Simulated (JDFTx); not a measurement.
The system is GaP.

```
Ga P
1.0
     0.00000    2.72525    2.72525
     2.72525    0.00000    2.72525
     2.72525    2.72525    0.00000
Ga P
1 1
Cartesian
  0.0000 0.0000 0.0000
  4.0879 4.0879 4.0879
```

Base run:

* Program: JDFTx 1.7.0 (patched build)
* Functional: PBE
* Potentials or basis: PseudoDojo-SR-PBE-0.5-standard
* Cutoff: 1088 eV
* Density cutoff: 8708 eV
* k mesh: 8 × 8 × 8
* Occupations: fermi-dirac, width 0.05 eV
* Spin: no spin polarisation

Its results: band gap on the k mesh 1.64 eV, indirect (least direct gap 1.82 eV); pressure 2.6 GPa.

Problem. After a change of settings the same cell gave: band gap on the k mesh 1.66 eV, indirect (least direct gap 1.71 eV); pressure 6.0 GPa. Which change was it?
A. functional from PBE to LDA; potentials or basis from PseudoDojo-SR-PBE-0.5-standard to PseudoDojo-SR-LDA-0.4.1-standard
B. density cutoff from 8708 eV to 4354 eV
C. functional from PBE to HSE06; cutoff from 1088 eV to 980 eV; density cutoff from 8708 eV to 7837 eV; k mesh from 8 × 8 × 8 to 3 × 3 × 3
D. functional from PBE to BLYP

Solution. D.

BLYP binds less tightly than PBE, so the same cell stands under more pressure.

Caveats: the empty levels aren't tightly converged; the potentials were made for another functional, which shifts forces and pressure (some runs).

Not every run made on this cell is shown here.
